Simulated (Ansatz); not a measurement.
Ansatz input

```yaml
crystal:
  lattice:
    - [0.0, 2.1320809629, 2.1320809629]
    - [2.1320809629, 0.0, 2.1320809629]
    - [2.1320809629, 2.1320809629, 0.0]
  atoms:
    - { symbol: Hg, position: [0.0, 0.0, 0.0] }
hamiltonian:
  xc: lda
  pseudopotentials:
    kind: paw
    azcp:
      Hg: "pseudopotentials/Hg.paw.azcp"
basis:
  ecutwfc: 420
  fft_grid_basis: typed
kpoints:
  mp_grid: { grid: [14, 14, 14], shift: [0, 0, 0] }
magnetization:
  spin_polarized: false
scf:
  occupations: { method: fermi_dirac, width: 0.1 }
  lower_state_search: "off"
output:
  stress: true
  write_density: true
  write_potential: true
  elf: true
  volumetric_format: npy
```

Terminal output

```
Warning: the record states the generating functional pbe (its physics header spells it `PBE`), which answers neither for hamiltonian.xc's functional nor for the lda family's — results may be inconsistent (PPs are generated against a specific XC)
Engine: ansatz 0.2.0, aarch64-unknown-linux-gnu
Pseudopotentials: kind: paw
Pseudopotential: Hg, paw, valence charge 20, recommended cutoff 420 eV (normal) 
Functional definition: SPW92
  exchange = slater_x
  correlation = pw_c
Crystal: 1 atoms, lattice volume = 19.384 Å³
Basis set: ecut = 420 eV, 339 PW (Γ)
Bands: 14, of which v1, the nominal top of the filled ones, is band 10 counted from 1 (9 counted from 0)
Symmetry: 48 space group operations
Space group: Fm-3m (ITA 225), of the structure as read, at distance tolerance 2.7e-5 Å
k-points: 104 of 2744
Non-local potential: Hg, projectors of the file, l = 0: 3, l = 1: 2, l = 2: 2, l = 3: 1
PAW form: soft (Blöchl's): semilocal exchange-correlation on the pseudo side does not see the compensation charge
PAW frozen core: Hg, regenerated for the run's functional, and the local potential with it (the file was generated under x = pbe(κ = 0.804, μ = 0.2195149727645171), c = pbe(β = 0.06672455060314922))
PAW one-centre angular grid: Hg, 590 points (default); XC on 64 Gauss nodes
Initial density: superposition of atomic densities (neutral atoms: chi_scale 0, normalization atom), corrected by the library's trained network
Initial wavefunctions: pseudopotential atomic-orbital guess
Functional: x = slater, c = lda
SCF iter   1: F=—  HF=-13522.339670 eV  |F-HF|=—  |Δ(HF+E_count)|=         —  Δρ=5.74e-3  dr2=2.45e-3  ethr=1.77e-3  ⟨swp⟩=4.8  Hψ=7405  notcnv=0
SCF iter   2: F=—  HF=-13522.339145 eV  |F-HF|=—  |Δ(HF+E_count)|=   5.25e-4  Δρ=2.93e-3  dr2=4.46e-4  ethr=1.22e-5  ⟨swp⟩=2.3  Hψ=2820  notcnv=0
SCF iter   3: F=—  HF=-13522.339058 eV  |F-HF|=—  |Δ(HF+E_count)|=   8.67e-5  Δρ=4.68e-4  dr2=1.80e-5  ethr=2.23e-6  ⟨swp⟩=1.7  Hψ=1830  notcnv=0
SCF iter   4: F=—  HF=-13522.339053 eV  |F-HF|=—  |Δ(HF+E_count)|=   5.72e-6  Δρ=4.04e-5  dr2=2.79e-7  ethr=9.00e-8  ⟨swp⟩=2.0  Hψ=2045  notcnv=0
iter 5 did not close the SCF: its close was put off for the readings that it lacked (scf_convergence_deferred on its scf_iter line)
SCF iter   5: F=-13522.339053 eV  HF=-13522.339053 eV  |F-HF|=1.11e-9  |Δ(HF+E_count)|=   1.57e-7  Δρ=2.95e-6  dr2=7.99e-10  ethr=1.40e-9  ⟨swp⟩=2.0  Hψ=2364  notcnv=0
SCF iter   6: F=-13522.339053 eV  HF=-13522.339053 eV  |F-HF|=1.46e-11  |Δ(HF+E_count)|=   1.22e-9  Δρ=4.34e-7  dr2=2.29e-11  ethr=4.00e-12  ⟨swp⟩=3.7  Hψ=6528  notcnv=0
SCF 1 converged in 6 iterations: F = -13522.339053 eV  dr2 = 2.29e-11
SCF converged after 6 iterations
Free energy (F): -13522.339053 eV
Harris-Foulkes:  -13522.339053 eV  (|F-HF|=1.46e-11)
Internal energy: -13522.327918 eV  (E = F + TS)
E sigma→0 (E₀):  -13522.333485 eV
Entropy (-TS):   -0.011135 eV (-11.135 meV/atom)
Fermi energy:    18.889745 eV
--- Per-component energies (eV) ---
  E_band       = -317.560222
  E_kinetic    = 606.865960
  E_local      = -2182.256474  (includes V_loc(G=0)·N_el)
  E_nonlocal   = 79.745967
  E_hartree    = 944.874358
  E_xc         = -220.609059
  E_vxc        = -264.152686  (∫ρ·V_xc dr)
  E_paw        = -9655.002074  (= ΣΔE_a)
  E_vpaw       = -447.512252  (= ΣTr[D̂ρ^β])
  E_aug_tail   = 0.000829  (compensation charges beyond the density's cutoff)
  E_ewald      = -3096.523518
  E_core_change = 0.576093  (= ΣΔE_core)
  E_smearing   = -0.011135  (= −TS)
  E_closure    = 0.000000  (closes the sum)
  Σ components = -13522.339053   (vs F -13522.339053, Δ=0.00e0)
--- Stress (GPa, compression-positive) ---
       10.295501       0.000000      -0.000000
       -0.000000      10.295501       0.000000
        0.000000      -0.000000      10.295501
  P = ⅓ Tr σ = 10.2955 GPa (102.955 kbar)
--- Band table (eV; the first three rows and the last of 104) ---
  k-point 0: bands = ["-96.5815", "-44.8369", "-44.8369", "-44.8369", "7.9500", "11.1158", "11.1158", "11.1158", "12.0830", "12.0830", "31.7835", "34.5618", "34.5618", "34.5618"]
  k-point 1: bands = ["-96.5814", "-44.8412", "-44.8376", "-44.8376", "8.1048", "11.0876", "11.1578", "11.1578", "12.0691", "12.0691", "31.8391", "33.3913", "34.6418", "34.6418"]
  k-point 2: bands = ["-96.5809", "-44.8534", "-44.8395", "-44.8395", "8.5419", "11.0421", "11.2545", "11.2545", "12.0567", "12.0567", "30.5498", "32.5088", "34.7961", "34.7961"]
  k-point 103: bands = ["-96.5768", "-44.9015", "-44.8906", "-44.8718", "10.4101", "10.6648", "11.3074", "12.1491", "13.0902", "19.7871", "21.1725", "22.8203", "24.6453", "37.1795"]
```

Launched by

```sh
ansatz run input.yaml --threads 2 --pin off --max-ram 5120MiB --backend cpu --events-out ev --progress --plain --runs-dir out
```

On 2 threads of Arm Neoverse V1 (shared host) this took about 1.2 s of wall time and 2.2 s of CPU time.
